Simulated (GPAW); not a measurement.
# LiBr (Fm-3m): G0W0 on several meshes in GPAW

Aim: the GW shift of LiBr (Fm-3m) against the k mesh.

Calculated with GPAW 26.7.0; PBE and many-body steps on it, plane waves.

## 1. Set-up

Symmetry: Fm-3m, No. 225, cubic system. Conventional cell: a = 5.501 Å, b = 5.501 Å, c = 5.501 Å, α = 90.00°, β = 90.00°, γ = 90.00°. Li has 6 Br at 2.75 Å nearest. Nearest to Br lie 6 Li at 2.75 Å. Farther neighbours and most contacts between anions are not listed.

Coordinates:

```xyz
2
Lattice="0.0000 2.7507 2.7507 2.7506 0.0000 2.7506 2.7506 2.7507 0.0000" Properties=species:S:1:pos:R:3 pbc="T T T"
Li    0.0000    0.0000    0.0000
Br    2.7506    2.7507    2.7506
```

The cell and positions come from the Crystallography Open Database and are kept as given unless a step says otherwise.

## 2. Empty states on the mesh, 6×6×6 mesh, 628 bands

This step: GPAW 26.7.0; DFT, PBE, plane waves, PAW.

The sums over transitions need many empty states on a uniform mesh; this step solves for them.

The input, run.py:

```python
import json
import numpy as np
from gpaw.mpi import world
from gpaw import GPAW

calc = GPAW('gs.gpw').fixed_density(kpts={'size': (6, 6, 6), 'gamma': True},
    parallel={'domain': 1, 'band': 1},
    txt='nscf.txt')
calc.diagonalize_full_hamiltonian(nbands=628)
calc.write('full.gpw', mode='all')
res = {}
kpts = calc.get_ibz_k_points()
res['kpts'] = kpts
res['eigenvalues'] = [calc.get_eigenvalues(kpt=k) for k in range(len(kpts))]
res['n_electrons'] = calc.get_number_of_electrons()

if world.rank == 0:
    with open('result.json', 'w') as f:
        json.dump(res, f, default=lambda x: x.tolist())
```

On the command line:

```console
$ mpirun -n 8 gpaw python run.py
```

Numbers of over 12 decimals in the logs are rounded to 6 here.

The log of the run:

```text
Diagonalizing LCAO Hamiltonian
Converting LCAO to pw mode
convergence criteria:
- Maximum integral of absolute [eigenst]ate change: 4e-08 eV^2 / valence electron
maximum number of iterations: 100

SCF iterations
|iter     |     time |      energy | eigst |  dens |
|iter:   1|  |             | +0.89 |       |
|iter:   2|  |             | -0.59 |       |
|iter:   3|  |             | -1.46 |       |
|iter:   4|  |             | -2.43 |       |
|iter:   5|  |             | -4.07 |       |
|iter:   6|  |             | -5.72 |       |
|iter:   7|  |             | -6.77 |       |
|iter:   8|  |             | -8.26c|       |
SCF steps: 8
  __  _  _
 | _ |_)|_||  |
 |__||  | ||/\| - 26.7.0

Input parameters:
  mode=PW(ecut=600.0),
  convergence={'density': 1e-06, 'bands': -3},
  gpts=array([24, 24, 24]),
  kpts=MonkhorstPack(size=(6, 6, 6), gamma=True),
  maxiter=100,
  nbands=11,
  occupations=Occupations(name='fermi-dirac', width=0.001, fixmagmom=False),
  parallel={'domain': 1, 'band': 1},
  xc=XC(name='PBE')
Matrix size: 1411x1411
# Writing to full.gpw (mode='all')
  [... matrices ...]

timing:  # [seconds]
  Total: 4.891  # ━━━━━━━━━━━━━━━━━━━━━━━━━━━━━━━━━━━━━━━━━━━━━━━━━━━━━━━━━━━
```

Elapsed: 9.7 s, on 8 MPI ranks of AMD EPYC 7B13 (Zen 3), shared host; peak memory 2.6 GiB.

Numbers from this step:

```
gap                                                           : 4.936 eV
k of the valence top                                          : 0, 0, 0
k of the conduction bottom                                    : 0, 0, 0
least direct gap                                              : 4.936 eV
k points computed                                             : 16
lowest point of the top converged band, above the valence top : 341.3034 eV
```

On this mesh the gap is 4.936 eV.

## 3. 6×6×6

Now the one-shot GW correction: screening in the RPA, then the self-energy of the levels asked for.

This step: G0W0 on PBE, plane waves, PAW.

The input, run.py:

```python
import json
import numpy as np
from gpaw.mpi import world
from gpaw.response.g0w0 import G0W0

gw = G0W0('full.gpw',
    filename='gw',
    kpts=[0],
    bands=(2, 6),
    ecut=105,
    nbands=101,
    integrate_gamma='WS',
    ppa=True)
gw.calculate()
res = {mode: {k: v for k, v in r.items() if k != 'sigma_eskwn'}
       for mode, r in gw.all_results.items()}

if world.rank == 0:
    with open('result.json', 'w') as f:
        json.dump(res, f, default=lambda x: x.tolist())
```

On the command line:

```console
$ mpirun -n 8 gpaw python run.py
```

The log of the run:

```text
Using integrator: PointIntegrator
FrequencyGridDescriptor(from 0.000+0.000j to 0.000+27.211j eV, 2 points)
Nonperiodic BCs:  [False False False]
Using integrator: PointIntegrator
FrequencyGridDescriptor(from 0.000+0.000j to 0.000+27.211j eV, 2 points)
Nonperiodic BCs:  [False False False]
  ___  _ _ _
 |   || | | |
 | | || | | |
 |__ ||_____|
 |___|

BZ k-points: Symmetries present (total): 48

  [... matrices ...]
216 k-points: 6 x 6 x 6 Monkhorst-Pack grid + [1/12,1/12,1/12]
16 k-points in the irreducible part of the Brillouin zone
       k-points in crystal coordinates                weights
   0:     0.00000000    0.00000000    0.00000000          1/216
   1:     0.16666667    0.16666667    0.00000000          6/216
   2:     0.16666667    0.16666667    0.16666667          8/216
   3:     0.33333333    0.16666667    0.16666667         12/216
   4:     0.33333333    0.33333333   -0.33333333         12/216
   5:     0.33333333    0.33333333    0.00000000          6/216
   6:     0.33333333    0.33333333    0.16666667         24/216
   7:     0.33333333    0.33333333    0.33333333          8/216
   8:     0.50000000    0.33333333   -0.33333333         24/216
   9:     0.50000000    0.33333333   -0.16666667         12/216
          ...
  15:     0.50000000    0.50000000    0.50000000          4/216

Distributing spins, k-points and bands (1 x 1 x 4) over 8 processes
Number of blocks: 1

Quasi particle states:
k-points (IBZ indices): [0]
Band range: (2, 6)
  [... matrices ...]
Computational parameters:
Plane wave cut-off: 105 eV
Number of bands: 101
Coulomb cutoff: None
Broadening: 0.1 eV

fxc modes: GW
Kernel: RPA
Using Godby-Needs plasmon-pole approximation:
  Fitting energy: i*E0, E0 = 1.000 Hartree
Summing all q:

Calculating screened Coulomb potential
No Coulomb truncation
FrequencyGridDescriptor(from 0.000+0.000j to 0.000+27.211j eV, 2 points)
Removing empty qpoint cache files...

Calculating chi0 body with:
    Ground state adapter containing:
    Number of spins: 1
    Number of kpoints: 216
    Number of irreducible kpoints: 16
    Number of completely occupied states: 4
    Number of partially occupied states: 4
    Occupied states memory: 0.84375 M / cpu

    Linear response parametrization:
    q_c: [1.3877787807814457e-17, 1.3877787807814457e-17, 1.3877787807814457e-17]
    Number of frequency points: 2
    Planewave cutoff: 105.0
    Number of bands: 101
    Number of planewaves: 113
    Broadening (eta): 1e-06
    comm.size: 8
    kncomm.size: 8
    blockcomm.size: 1

    Memory estimate of potentially large arrays:
        chi0_wGG: 0.389679 M / cpu
Integrating chi0 body.

Symmetries of q_c:
    Direct symmetries (Uq -> q): 48
    Indirect symmetries (TUq -> q): 0
In total 48 allowed symmetries.

  [... matrices ...]
16 groups of equivalent kpoints. 92.592593% reduction.

Integral kind: response function
Integrating chi0 head and wings.

Symmetries of q_c:
    Direct symmetries (Uq -> q): 48
    Indirect symmetries (TUq -> q): 0
In total 48 allowed symmetries.

  [... matrices ...]
16 groups of equivalent kpoints. 92.592593% reduction.

Integral kind: response function wings

Calculating chi0 body with:
    Ground state adapter containing:
    Number of spins: 1
    Number of kpoints: 216
    Number of irreducible kpoints: 16
    Number of completely occupied states: 4
    Number of partially occupied states: 4
[... the further q-points ...]

Results:
f:      Occupation numbers
eps:     KS-eigenvalues [eV]
vxc:     KS vxc [eV]
exx:     Exact exchange [eV]
sigma:   Self-energies [eV]
dsigma:  Self-energy derivatives
Z:       Renormalization factors
qp:      QP-energies [eV]

k-point 0 (0): (0.000, 0.000, 0.000)                GW
band       f     eps     vxc     exx   sigma  dsigma       Z      qp
                                                                   GW
   2   1.000   0.844 -16.264 -19.835   1.843  -0.228   0.814  -0.562
   3   1.000   0.844 -16.264 -19.835   1.843  -0.228   0.814  -0.562
   4   0.000   5.781 -10.392  -6.257  -3.292  -0.181   0.846   6.494
   5   0.000  11.387  -9.104  -4.418  -3.671  -0.191   0.840  12.239
```

The job ended after 49 s (8 MPI ranks; peak memory 2.2 GiB).

Numbers from this step:

```yaml
g0w0_gap_on_the_points_computed: 7.057 eV
least_direct_g0w0_gap_on_the_computed_points: 7.057 eV
z_at_the_valence_top: 0.8144
z_at_the_conduction_bottom: 0.8464
starting_gap_on_the_mesh: 4.936 eV
k_of_the_valence_top: 0, 0, 0
k_of_the_conduction_bottom: 0, 0, 0
```

The gap on the mesh goes from 4.94 eV to 7.06 eV, a correction of +2.12 eV.

## 4. Empty states on the mesh, 8×8×8 mesh, 111 bands

This step: DFT, PBE, plane waves, PAW.

The input, run.py:

```python
import json
import numpy as np
from gpaw.mpi import world
from gpaw import GPAW

calc = GPAW('gs.gpw').fixed_density(kpts={'size': (8, 8, 8), 'gamma': True},
    parallel={'domain': 1, 'band': 1},
    txt='nscf.txt')
calc.diagonalize_full_hamiltonian(nbands=111)
calc.write('full.gpw', mode='all')
res = {}
kpts = calc.get_ibz_k_points()
res['kpts'] = kpts
res['eigenvalues'] = [calc.get_eigenvalues(kpt=k) for k in range(len(kpts))]
res['n_electrons'] = calc.get_number_of_electrons()

if world.rank == 0:
    with open('result.json', 'w') as f:
        json.dump(res, f, default=lambda x: x.tolist())
```

On the command line:

```console
$ mpirun -n 8 gpaw python run.py
```

The log of the run:

```text
Diagonalizing LCAO Hamiltonian
Converting LCAO to pw mode
convergence criteria:
- Maximum integral of absolute [eigenst]ate change: 4e-08 eV^2 / valence electron
maximum number of iterations: 100

SCF iterations
|iter     |     time |      energy | eigst |  dens |
|iter:   1|  |             | +0.89 |       |
|iter:   2|  |             | -0.55 |       |
|iter:   3|  |             | -1.12 |       |
|iter:   4|  |             | -2.42 |       |
|iter:   5|  |             | -4.32 |       |
|iter:   6|  |             | -5.98 |       |
|iter:   7|  |             | -7.06 |       |
|iter:   8|  |             | -8.55c|       |
SCF steps: 8
  __  _  _
 | _ |_)|_||  |
 |__||  | ||/\| - 26.7.0

Input parameters:
  mode=PW(ecut=600.0),
  convergence={'density': 1e-06, 'bands': -3},
  gpts=array([24, 24, 24]),
  kpts=MonkhorstPack(size=(8, 8, 8), gamma=True),
  maxiter=100,
  nbands=11,
  occupations=Occupations(name='fermi-dirac', width=0.001, fixmagmom=False),
  parallel={'domain': 1, 'band': 1},
  xc=XC(name='PBE')
Matrix size: 1411x1411
# Writing to full.gpw (mode='all')
  [... matrices ...]

timing:  # [seconds]
  Total: 6.581  # ━━━━━━━━━━━━━━━━━━━━━━━━━━━━━━━━━━━━━━━━━━━━━━━━━━━━━━━━━━━
```

Elapsed: 12 s, on 8 MPI ranks; peak memory 2.7 GiB; 90 s of CPU time.

Numbers from this step:

* gap: 4.936 eV
* k of the valence top: 0, 0, 0
* k of the conduction bottom: 0, 0, 0
* least direct gap: 4.936 eV
* k points computed: 29
* lowest point of the top converged band, above the valence top: 95.0137 eV

On this mesh the gap is 4.936 eV.

## 5. 8×8×8

This step: G0W0 on PBE, plane waves, PAW.

The input, run.py:

```python
import json
import numpy as np
from gpaw.mpi import world
from gpaw.response.g0w0 import G0W0

gw = G0W0('full.gpw',
    filename='gw',
    kpts=[0],
    bands=(2, 6),
    ecut=105,
    nbands=101,
    integrate_gamma='WS',
    ppa=True)
gw.calculate()
res = {mode: {k: v for k, v in r.items() if k != 'sigma_eskwn'}
       for mode, r in gw.all_results.items()}

if world.rank == 0:
    with open('result.json', 'w') as f:
        json.dump(res, f, default=lambda x: x.tolist())
```

On the command line:

```console
$ mpirun -n 8 gpaw python run.py
```

The log of the run:

```text
Using integrator: PointIntegrator
FrequencyGridDescriptor(from 0.000+0.000j to 0.000+27.211j eV, 2 points)
Nonperiodic BCs:  [False False False]
Using integrator: PointIntegrator
FrequencyGridDescriptor(from 0.000+0.000j to 0.000+27.211j eV, 2 points)
Nonperiodic BCs:  [False False False]
  ___  _ _ _
 |   || | | |
 | | || | | |
 |__ ||_____|
 |___|

BZ k-points: Symmetries present (total): 48

  [... matrices ...]
512 k-points: 8 x 8 x 8 Monkhorst-Pack grid + [1/16,1/16,1/16]
29 k-points in the irreducible part of the Brillouin zone
       k-points in crystal coordinates                weights
   0:     0.00000000    0.00000000    0.00000000          1/512
   1:     0.12500000    0.12500000    0.00000000          6/512
   2:     0.12500000    0.12500000    0.12500000          8/512
[...]
9:     0.37500000    0.25000000    0.25000000         24/512
          ...
  28:     0.50000000    0.50000000    0.50000000          4/512

Distributing spins, k-points and bands (1 x 1 x 4) over 8 processes
Number of blocks: 1

Quasi particle states:
k-points (IBZ indices): [0]
Band range: (2, 6)
  [... matrices ...]
Computational parameters:
Plane wave cut-off: 105 eV
Number of bands: 101
Coulomb cutoff: None
Broadening: 0.1 eV

fxc modes: GW
Kernel: RPA
Using Godby-Needs plasmon-pole approximation:
  Fitting energy: i*E0, E0 = 1.000 Hartree
Summing all q:

Calculating screened Coulomb potential
No Coulomb truncation
FrequencyGridDescriptor(from 0.000+0.000j to 0.000+27.211j eV, 2 points)
Removing empty qpoint cache files...

Calculating chi0 body with:
    Ground state adapter containing:
    Number of spins: 1
    Number of kpoints: 512
    Number of irreducible kpoints: 29
    Number of completely occupied states: 4
    Number of partially occupied states: 4
    Occupied states memory: 0.84375 M / cpu

    Linear response parametrization:
    q_c: [0.0, 0.0, 0.0]
    Number of frequency points: 2
    Planewave cutoff: 105.0
    Number of bands: 101
    Number of planewaves: 113
    Broadening (eta): 1e-06
    comm.size: 8
    kncomm.size: 8
    blockcomm.size: 1

    Memory estimate of potentially large arrays:
        chi0_wGG: 0.389679 M / cpu
Integrating chi0 body.

Symmetries of q_c:
    Direct symmetries (Uq -> q): 48
    Indirect symmetries (TUq -> q): 0
In total 48 allowed symmetries.

  [... matrices ...]
29 groups of equivalent kpoints. 94.3359375% reduction.

Integral kind: response function
Integrating chi0 head and wings.

Symmetries of q_c:
    Direct symmetries (Uq -> q): 48
    Indirect symmetries (TUq -> q): 0
In total 48 allowed symmetries.

  [... matrices ...]
29 groups of equivalent kpoints. 94.3359375% reduction.

Integral kind: response function wings

Calculating chi0 body with:
    Ground state adapter containing:
    Number of spins: 1
    Number of kpoints: 512
    Number of irreducible kpoints: 29
    Number of completely occupied states: 4
    Number of partially occupied states: 4
    Occupied states memory: 0.84375 M / cpu

    Linear response parametrization:
[... the further q-points ...]

Results:
f:      Occupation numbers
eps:     KS-eigenvalues [eV]
vxc:     KS vxc [eV]
exx:     Exact exchange [eV]
sigma:   Self-energies [eV]
dsigma:  Self-energy derivatives
Z:       Renormalization factors
qp:      QP-energies [eV]

k-point 0 (0): (0.000, 0.000, 0.000)                GW
band       f     eps     vxc     exx   sigma  dsigma       Z      qp
                                                                   GW
   2   1.000   0.844 -16.264 -19.831   1.843  -0.228   0.815  -0.560
   3   1.000   0.844 -16.264 -19.831   1.843  -0.228   0.815  -0.560
   4   0.000   5.781 -10.392  -6.264  -3.286  -0.181   0.846   6.493
   5   0.000  11.387  -9.104  -4.419  -3.669  -0.193   0.839  12.239
```

Elapsed: 2.3 min, on 8 MPI ranks; peak memory 1.9 GiB.

Numbers from this step:

- G0W0 gap on the points computed: 7.052 eV
- least direct G0W0 gap on the computed points: 7.052 eV
- Z at the valence top: 0.8145
- Z at the conduction bottom: 0.8464
- starting gap on the mesh: 4.936 eV
- k of the valence top: 0, 0, 0
- k of the conduction bottom: 0, 0, 0

Against G0W0 in GPAW (6×6×6 mesh, 101 bands, screening to 105 eV, Godby-Needs plasmon pole), the gap moves by −0.004 eV.

## 6. Side by side

Times are wall times on 8 MPI ranks of AMD EPYC 7B13 (Zen 3), shared host, good to a factor of about two.

```
  run   mesh  bands  screening cutoff (eV)  DFT gap (eV)  gap on the mesh (eV)  direct (eV)     time
6×6×6  6×6×6    101                    105         4.936                 7.057        7.057     49 s
8×8×8  8×8×8    101                    105         4.936                 7.052        7.052  2.3 min
```

## 7. Results

```json
{
 "6×6×6": "7.057 eV",
 "8×8×8": "7.052 eV",
 "known limits": "not at the basis limit; no spin-orbit coupling"
}
```

In words: 8×8×8: −0.004 eV against 6×6×6. Bands and cutoff are finite, so the gap is not at the basis limit. The miss can reach some tenths of an eV and take either sign; the mesh is an error of its own. These stock PAW sets were not made for GW; the filled d or f shell of Br lies in the frozen core, which bears on start and correction. In the G0W0 runs levels were corrected at 1 k point alone, so a gap called «on the mesh» is the least over those, and an edge elsewhere would be missed. The many-body steps are scalar-relativistic: spin-orbit coupling is not in them.

[Paths, hosts, dates, memory and timing lines, banners, echoed tables and standing remarks are left out of the program output.]

[Logs are printed without paths, hosts, clocks, repeated set-up lines and the standing remarks that a program may print on its own settings, such as how far it seeks lower states.]

[Runs of the session that timed out or met a known fault of the program may be left out.]

[Hosts, paths, dates, database ids (printed as entryN), source tags and the programs' standing remarks are cut or masked in the printed files.]
